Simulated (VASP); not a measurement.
# HfS2 (P-3m1) in VASP: settings compared, part 2 of 2

VASP 6.6.1. The steps go on from the part before.

## Step 4: Relaxation of cell and atoms, r2SCAN

This run uses another cell than the first one, of 23.38 Å³/atom, 1.010 times its volume.

The input, INCAR:

```
  PREC = Accurate
  ENCUT = 600
  EDIFF = 1E-7
  ISMEAR = 0
  SIGMA = 0.03
  LREAL = False
  LASPH = True
  NELM = 80
  ALGO = Normal
  ISIF = 3
  LWAVE = False
  LCHARG = False
  METAGGA = R2SCAN
  LMIXTAU = True
  IBRION = 2
  NSW = 90
  EDIFFG = -0.005
  KPAR = 2
```

The input, KPOINTS:

```
regular mesh
0
Gamma
  9 9 5
```

The input, POSCAR:

```
HfS2                                    
1.0
    3.6386478409      0.0000000000     -0.0000000000
   -1.8193239205      3.1511614656     -0.0000000000
   -0.0000000000      0.0000000000      6.1170141096
  Hf              S             
     1     2
Direct
     0.0000000000000000    0.0000000000000000    1.0000000000000000
     0.6666666699999979    0.3333333300000021    0.7662826256411462
     0.3333333300000021    0.6666666699999979    0.2337173743588536
```

Potentials or basis: VASP PAW PBE potentials, release 64 (Hf_pv, S).

Run with:

```bash
$ cat potpaw_PBE.64/Hf_pv/POTCAR potpaw_PBE.64/S/POTCAR > POTCAR
$ mpirun -np 2 vasp_std > vasp.out
```

OUTCAR:

```text
PREC = Accurate
   ENCUT = 600
   EDIFF = 1E-7
   ISMEAR = 0
   LREAL = False
   LASPH = True
   NELM = 80
   ISIF = 3
   METAGGA = R2SCAN
   IBRION = 2
   NSW = 90
   EDIFFG = -0.005

 ion  position               nearest neighbor table
   1  0.000  0.000  0.000-   2 2.54   3 2.54   3 2.54   2 2.54   2 2.54   3 2.54
   2  0.667  0.333  0.766-   1 2.54   1 2.54   1 2.54
   3  0.333  0.667  0.234-   1 2.54   1 2.54   1 2.54

  LATTYP: Found a hexagonal cell.
 ALAT       =     3.6386478409
 C/A-ratio  =     1.6811228723

  Lattice vectors:

 A1 = (   3.6386478409,   0.0000000000,   0.0000000000)
 A2 = (  -1.8193239205,   3.1511614656,   0.0000000000)
 A3 = (   0.0000000000,   0.0000000000,   6.1170141096)

Analysis of symmetry for initial positions (statically):
=====================================================================
 Subroutine PRICEL returns:
 Original cell was already a primitive cell.

 Routine SETGRP: Setting up the symmetry group for a
 hexagonal supercell.

 Subroutine GETGRP returns: Found 12 space group operations
 (whereof 12 operations were pure point group operations)
 out of a pool of 24 trial point group operations.

The static configuration has the point symmetry D_3d.

Analysis of symmetry for dynamics (positions and initial velocities):
=====================================================================
 Subroutine PRICEL returns:
 Original cell was already a primitive cell.

 Routine SETGRP: Setting up the symmetry group for a
 hexagonal supercell.

 Subroutine GETGRP returns: Found 12 space group operations
 (whereof 12 operations were pure point group operations)
 out of a pool of 24 trial point group operations.

The dynamic configuration has the point symmetry D_3d.

 Subroutine INISYM returns: Found 12 space group operations
 (whereof 12 operations are pure point group operations),
 and found     1 'primitive' translations

[... 127 lines left out ...]
 conjugate gradient relaxation of ions
 non-spin polarized calculation
 Gauss-broadening in eV      SIGMA  =   0.03
  energy-cutoff  :      600.00
  volume of cell :       70.14
 maximum number of plane-waves:      2371
 NGX is ok and might be reduce to    30
   NGX = 15   NGY = 15   NGZ = 25

 number of electron      22.0000002 magnetization

 Free energy of the ion-electron system (eV)
  ---------------------------------------------------
  ext. energy  EPLUGINS =         0.00000000
  ---------------------------------------------------
  free energy    TOTEN  =       -66.63987843 eV

  energy without entropy =      -66.63987843  energy(sigma->0) =      -66.63987843

 E-fermi :   2.6530     XC(G=0):  -9.8785

 val. band max:        2.4799179094   @ k =   0.1111  -0.0000   0.0000
 cond. band min:       4.0749100388   @ k =   0.0000   0.4444   0.4000
 fundamental gap:      1.5949921294
 Fermi energy:         2.6530122234

 k-point     1 :       0.0000    0.0000    0.0000
  band No.  band energies     occupation
      1     -29.2806      2.00000
      2     -29.1663      2.00000
      3     -29.1663      2.00000
      4     -11.0044      2.00000
      5      -9.3312      2.00000
      6      -2.0700      2.00000
      7      -0.3273      2.00000
      8      -0.3273      2.00000
      9       2.4018      2.00000
     10       2.4599      2.00000
     11       2.4599      2.00000
     12       4.8889      0.00000
     13       4.8889      0.00000
     14       5.6265      0.00000
[... 401 lines left out ...]
      2     -29.2555      2.00000
      3     -29.2008      2.00000
      4     -10.1259      2.00000
      5      -9.4712      2.00000
      6      -1.3636      2.00000
      7      -0.8138      2.00000
      8      -0.3155      2.00000
      9       0.0694      2.00000
     10       1.0750      2.00000
     11       2.0323      2.00000
     12       4.8385      0.00000
     13       6.0014      0.00000
     14       7.0173      0.00000
     15       7.9160      0.00000

 [... further k-points ...]

------------------------ aborting loop because EDIFF is reached ----------------------------------------

  FORCE on cell =-STRESS in cart. coord.  units (eV):
  Direction    XX          YY          ZZ          XY          YZ          ZX
  --------------------------------------------------------------------------------------
  -------------------------------------------------------------------------------------
  Total       -0.0035395     -0.0035395      0.0044024      0.0000000      0.0000000     -0.0000000
  in kB       -0.0808535     -0.0808535      0.1005657      0.0000000      0.0000000     -0.0000000
  external PRESSURE =      -0.0203804 kB  Pullay stress =       0.0000000 kB

 VOLUME and BASIS-vectors are now :
 -----------------------------------------------------------------------------
  energy-cutoff  :      600.00
  volume of cell :       70.14
      direct lattice vectors                 reciprocal lattice vectors
     3.638647841  0.000000000  0.000000000     0.274827365  0.158671653  0.000000000
    -1.819323921  3.151161466  0.000000000     0.000000000  0.317343307  0.000000000
     0.000000000  0.000000000  6.117014110     0.000000000  0.000000000  0.163478452

 POSITION                                       TOTAL-FORCE (eV/Angst)
 -----------------------------------------------------------------------------------
      0.00000      0.00000      0.00000         0.000000      0.000000      0.000000
      1.81932      1.05039      4.68736        -0.000000      0.000000      0.002130
     -0.00000      2.10077      1.42965         0.000000     -0.000000     -0.002130
 -----------------------------------------------------------------------------------
    total drift:                               -0.000000     -0.000000      0.000000

  FREE ENERGIE OF THE ION-ELECTRON SYSTEM (eV)
  ---------------------------------------------------
  free  energy   TOTEN  =       -66.6398784279 eV

  energy  without entropy=      -66.6398784279  energy(sigma->0) =      -66.63987843

 reached required accuracy - stopping structural energy minimisation
```

OSZICAR:

```text
N       E                     dE             d eps       ncg     rms          rms(c)
DAV:   1     0.587788288232E+02    0.58779E+02   -0.12107E+04  1500   0.149E+03
DAV:   2    -0.666140061315E+02   -0.12539E+03   -0.12303E+03  1955   0.280E+02
[... 14 lines left out ...]
DAV:  17    -0.666398759554E+02   -0.20967E-05   -0.11264E-05  1962   0.418E-02    0.254E-02
DAV:  18    -0.666398724447E+02    0.35107E-05   -0.11525E-05  1892   0.419E-02    0.205E-02
DAV:  19    -0.666398774745E+02   -0.50298E-05   -0.72052E-06  1759   0.328E-02    0.884E-03
DAV:  20    -0.666398783302E+02   -0.85574E-06   -0.35525E-07  2144   0.598E-03    0.383E-03
DAV:  21    -0.666398781134E+02    0.21682E-06   -0.43537E-08  1401   0.247E-03    0.365E-03
DAV:  22    -0.666398784449E+02   -0.33143E-06   -0.12205E-07  1289   0.305E-03    0.998E-04
DAV:  23    -0.666398784279E+02    0.16962E-07   -0.20727E-08  1156   0.143E-03
   1 F= -.66639878E+02 E0= -.66639878E+02  d E =-.666399E+02
```

Wall time 2.9 min (2 MPI ranks of Intel Xeon Platinum 8259CL at 2.50GHz (Skylake/Cascade Lake), shared host); peak memory 0.24 GiB.

Results:

```
Free energy             : -66.6399 eV
Pressure after relaxing : 0.0 GPa
Band gap on the k mesh  : 1.60 eV, indirect (least direct gap 2.35 eV)
```

Forces on the atoms (eV/Å):
```
Hf   0.000  0.000  0.000
S    0.000  0.000  0.002
S    0.000  0.000 -0.002
```

Final structure:
```cif
data_structure
_symmetry_space_group_name_H-M 'P 1'
_symmetry_Int_Tables_number 1
_cell_length_a 3.6386
_cell_length_b 3.6386
_cell_length_c 6.1170
_cell_angle_alpha 90.000
_cell_angle_beta 90.000
_cell_angle_gamma 120.000
_cell_volume 70.14
loop_
_atom_site_label
_atom_site_type_symbol
_atom_site_fract_x
_atom_site_fract_y
_atom_site_fract_z
_atom_site_occupancy
Hf1 Hf 0.00000 0.00000 0.00000 1
S1 S 0.66667 0.33333 0.76628 1
S2 S 0.33333 0.66667 0.23372 1
```

Levels at points of the mesh, in eV from the valence-band top:
```
           k point  band 8  band 9  band 10  band 11  band 12  band 13  band 14  band 15
(0.00, 0.00, 0.00)   -2.81   -0.08    -0.02    -0.02     2.41     2.41     3.15     6.01
```

Caveat: the relaxation stopped at its first step, so nothing moved; the PAW data sets were made with another functional, which shifts forces and pressure a little; spin-orbit coupling is left out, which moves the levels of the heavy elements; an odd mesh through Γ misses points on the zone boundary, where band edges often lie.

## Step 5: Relaxation of cell and atoms, r2SCAN

The input, INCAR:

```
SYSTEM = HfS2
ALGO     = Normal         ! electronic algorithm
EDIFF    = 1E-6           ! SCF threshold, eV
EDIFFG   = -0.01          ! ionic threshold
ENCUT    = 600            ! plane-wave cutoff, eV
IBRION   = 2              ! ionic algorithm
ISIF     = 3              ! what is computed and relaxed
ISMEAR   = 0              ! smearing method
LASPH    = .True.         ! aspherical terms in the spheres
LCHARG   = .False.        ! write CHGCAR
LMIXTAU  = .True.       
LREAL    = .False.        ! projectors in reciprocal space
LWAVE    = .False.        ! write WAVECAR
METAGGA  = R2SCAN         ! meta-GGA
NELM     = 80             ! most SCF steps
NSW      = 90             ! ionic steps
PREC     = Accurate       ! precision mode
SIGMA    = 0.03           ! smearing width, eV
```

The input, KPOINTS:

```
k-points
0
Gamma
  9 9 5
  0 0 0
```

The input, POSCAR:

```
HfS2
1.0
    3.6396641800      0.0000000000      0.0000000000
   -1.8198320900      3.1520416411      0.0000000000
    0.0000000000      0.0000000000      6.0555624700
Hf S
1 2
Direct
    0.0000000000      0.0000000000      0.0000000000
    0.6666666700      0.3333333300      0.7639520500
    0.3333333300      0.6666666700      0.2360479500
```

Run with:

```bash
$ cat potpaw_PBE.64/Hf_pv/POTCAR potpaw_PBE.64/S/POTCAR > POTCAR
$ mpirun -np 1 vasp_std > vasp.out
```

Run time: 17 min. Hardware: 1 thread of Intel Xeon Platinum 8488C (Sapphire Rapids), shared host; peak memory 0.27 GiB.

The run converged. Its results:

```
Free energy                            : -66.6398 eV
Relaxed volume                         : 23.38 Å³/atom
Relaxed cell                           : a = 3.639 Å, b = 3.639 Å, c = 6.117 Å, α = 90.00°, β = 90.00°, γ = 120.00°
Space group after relaxing (to 0.05 Å) : P-3m1 (No. 164)
Energy gained by relaxing              : 0.2 meV/atom
Ionic steps                            : 10
Pressure after relaxing                : 0.0 GPa
Band gap on the k mesh                 : 1.60 eV, indirect (least direct gap 2.35 eV)
```

The path:
```
step  energy change (eV)  largest force (eV/Å)  pressure (GPa)  volume (Å³)
   1              0.0000                0.0154            0.00        69.47
   2             -0.0001                0.0118            0.06        69.47
   3             -0.0001                0.0051            0.17        69.47
   4             -0.0001                0.0087            0.16        69.50
   5             -0.0002                0.0198            0.08        69.59
   6             -0.0002                0.0423           -0.04        69.77
   7             -0.0002                0.0352           -0.01        69.71
   8             -0.0003                0.0328            0.00        69.75
   9             -0.0004                0.0217            0.00        69.88
  10             -0.0005                0.0016           -0.01        70.14
```

Final structure:
```xyz
3
Lattice="3.6386 0.0000 0.0000 -1.8193 3.1512 0.0000 0.0000 0.0000 6.1170" Properties=species:S:1:pos:R:3 pbc="T T T"
Hf    0.0000    0.0000    6.1170
S     1.8193    1.0504    4.6874
S     0.0000    2.1008    1.4297
```

Levels at points of the mesh, in eV from the valence-band top:
```csv
k point,band 9,band 10,band 11,band 12,band 13,band 14
"(0.00, 0.00, 0.00)",-0.08,-0.02,-0.02,2.41,2.41,3.15
```

Caveat: the PAW data sets were made with another functional, which shifts forces and pressure a little; spin-orbit coupling is left out, which moves the levels of the heavy elements; an odd mesh through Γ misses points on the zone boundary, where band edges often lie.

## Step 6: Relaxation of cell and atoms, r2SCAN

This run uses another cell than the first one, of 23.38 Å³/atom, 1.010 times its volume.

INCAR, as its differences from that of step 5:

```diff
@@ -2,4 +2,4 @@
 ALGO     = Normal         ! electronic algorithm
-EDIFF    = 1E-6           ! SCF threshold, eV
-EDIFFG   = -0.01          ! ionic threshold
+EDIFF    = 1E-7           ! SCF threshold, eV
+EDIFFG   = -0.005         ! ionic threshold
 ENCUT    = 600            ! plane-wave cutoff, eV
```

KPOINTS is that of step 5.

The input, POSCAR:

```
HfS2                                    
1.0
    3.6386478206      0.0000000000      0.0000000000
   -1.8193239103      3.1511614480     -0.0000000000
    0.0000000000      0.0000000000      6.1170143002
  Hf              S             
     1     2
Direct
     0.0000000000000000    0.0000000000000000    1.0000000000000000
     0.6666666699999979    0.3333333300000021    0.7662826320243710
     0.3333333300000021    0.6666666699999979    0.2337173679756292
```

Potentials or basis: VASP PAW PBE potentials, release 64 (Hf_pv, S).

Run with:

```bash
$ cat potpaw_PBE.64/Hf_pv/POTCAR potpaw_PBE.64/S/POTCAR > POTCAR
$ mpirun -np 1 vasp_std > vasp.out
```

Run time: 5 min. Hardware: 1 thread of Intel Xeon Platinum 8488C (Sapphire Rapids), shared host; peak memory 0.25 GiB.

It converged, with:

| Item | Value |
| --- | --- |
| Free energy | -66.6399 eV |
| Pressure after relaxing | 0.0 GPa |
| Band gap on the k mesh | 1.60 eV, indirect (least direct gap 2.35 eV) |

Forces in eV/Å, atoms in the order of the input:
```
Hf   0.000  0.000  0.000
S    0.000  0.000  0.002
S    0.000  0.000 -0.002
```

Final structure:
```yaml
crystal:
  lattice:
    - [3.63865, 0.00000, 0.00000]
    - [-1.81932, 3.15116, 0.00000]
    - [0.00000, 0.00000, 6.11701]
  atoms:
    - { symbol: Hf, position: [0.00000, 0.00000, 0.00000] }
    - { symbol: S, position: [0.66667, 0.33333, 0.76628] }
    - { symbol: S, position: [0.33333, 0.66667, 0.23372] }
```

Levels at points of the mesh, in eV from the valence-band top:
| k point | band 7 | band 8 | band 9 | band 10 | band 11 | band 12 | band 13 | band 14 | band 15 |
| --- | --- | --- | --- | --- | --- | --- | --- | --- | --- |
| (0.00, 0.00, 0.00) | -2.81 | -2.81 | -0.08 | -0.02 | -0.02 | 2.41 | 2.41 | 3.15 | 6.01 |

Caveat: the relaxation stopped at its first step, so nothing moved; the PAW data sets were made with another functional, which shifts forces and pressure a little; spin-orbit coupling is left out, which moves the levels of the heavy elements; an odd mesh through Γ misses points on the zone boundary, where band edges often lie.
